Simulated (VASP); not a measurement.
**MnO in VASP: the effect of strain**

Crystal: MnO.

```
Mn O
1.0
     0.00000    2.22200    2.22200
     2.13312    0.00000    2.22200
     2.13312    2.22200    0.00000
Mn O
1 1
Direct
  0.00000 0.00000 0.00000
  0.50000 0.50000 0.50000
```

The cell isn't the ideal one: strain = -0.04.

Alike in all runs:

```yaml
Program: VASP 6.6.1
Task: relaxation of the atoms
Functional: PBE
Potentials_or_basis: VASP PAW PBE potentials, release 64 (Mn_pv, O)
Cutoff: 520 eV
k_mesh: 7 × 7 × 7
Occupations: fermi-dirac, width 0.05 eV
Spin: collinear spin, ferromagnetic start
Starting_moments: "[4.0, 0.0] μB"
Strain_kind: uniaxial_x
Further_INCAR_settings: ALGO = Fast; EDIFF = 1e-06; IBRION = 2; EDIFFG = -0.005; NSW = 60
```

Each run relaxes the cell or the atoms first.

| strain | pressure (GPa) | moment (μB) |
| --- | --- | --- |
| -0.04 | 5.2 | 4.65 |
| -0.02 | ? | ? |
| -0.01 | 0.4 | 4.70 |
| 0 | -0.9 | 4.72 |
| 0.01 | -2.1 | 4.73 |
| 0.02 | -2.8 | 4.77 |
| 0.04 | -4.2 | 4.83 |

Q: What does the run with strain -0.02 give?

A: Pressure 1.7 GPa; moment 4.67 μB.

Worked out: A parabola through the other rows of the pressure, of slope -153 GPa per unit of strain there, gives 1.8 GPa, against the run's 1.7. A parabola through the other rows of the moment, of slope 1.63 μB per unit of strain there, gives 4.68 μB, against the run's 4.67.

Caveats: the relaxation stopped at its first step, so nothing moved; a cell with one magnetic atom can't hold antiferromagnetic order, which such compounds often take.
